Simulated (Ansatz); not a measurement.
# Se: the cost of one run

Program: Ansatz 0.2.0. Level of theory: DFT, r2SCAN, no spin polarisation, plane waves, PAW. These are calculated values, not measurements.

### 1 Geometry

Symmetry: P3_121, No. 152, trigonal system. Conventional cell: a = 4.369 Å, b = 4.369 Å, c = 4.957 Å, α = 90.00°, β = 90.00°, γ = 120.00°. Se (site symmetry 2) is surrounded by 2 Se at 2.37 Å.

Structure file:

```xyz
3
Lattice="2.1846 3.7839 0.0000 -2.1846 3.7839 0.0000 0.0000 0.0000 4.9571" Properties=species:S:1:pos:R:3 pbc="T T T"
Se   -1.1998    3.7839    1.6524
Se   -0.4924    0.8529    3.3047
Se    1.6922    2.9310    0.0000
```

The first density is read from a saved solution for the starting cell.

### 2 Relaxing

input.yaml reads:

```yaml
crystal:
  lattice:
    - [2.18463, 3.783891, 0.0]
    - [-2.18463, 3.783891, 0.0]
    - [0.0, 0.0, 4.957073]
  atoms:
    - { symbol: Se, position: [0.2254, 0.7746, 0.33333] }
    - { symbol: Se, position: [0.0, 0.2254, 0.66666] }
    - { symbol: Se, position: [0.7746, 0.0, 0.0] }
  symmetry: { tolerance: 0.0003 }
kpoints:
  mp_grid: { grid: [6, 6, 6], shift: [0, 0, 0] }
magnetization:
  spin_polarized: false
scf:
  occupations: { method: fermi_dirac, width: 0.0183 }
  lower_state_search: "off"
hamiltonian:
  pseudopotentials: { kind: paw }
  xc: r2scan
basis:
  ecutwfc: 500
  fft_grid_basis: typed
relax:
  max_steps: 80
  cell: { p_target: 0.0 }
output:
  forces: true
  stress: true
  eigenvalues: true
  bader: true
  populations: true
  elf: true
  write_potential: true
  volumetric_format: npy
  dos:
    e_range: [-12, 8]
    de: 0.05
    projected: { site_lists: { Se: [Se] } }
checkpoint:
  read: saved_state
```

The run is started by

```sh
$ ansatz run input.yaml --threads 2 --pin off --max-ram 2560MiB --backend cpu --events-out ev --progress --plain --runs-dir out
```

What time and memory should one allow on 2 threads of Arm Neoverse V1, shared host?

About 96 s, with a peak of 0.56 GiB.
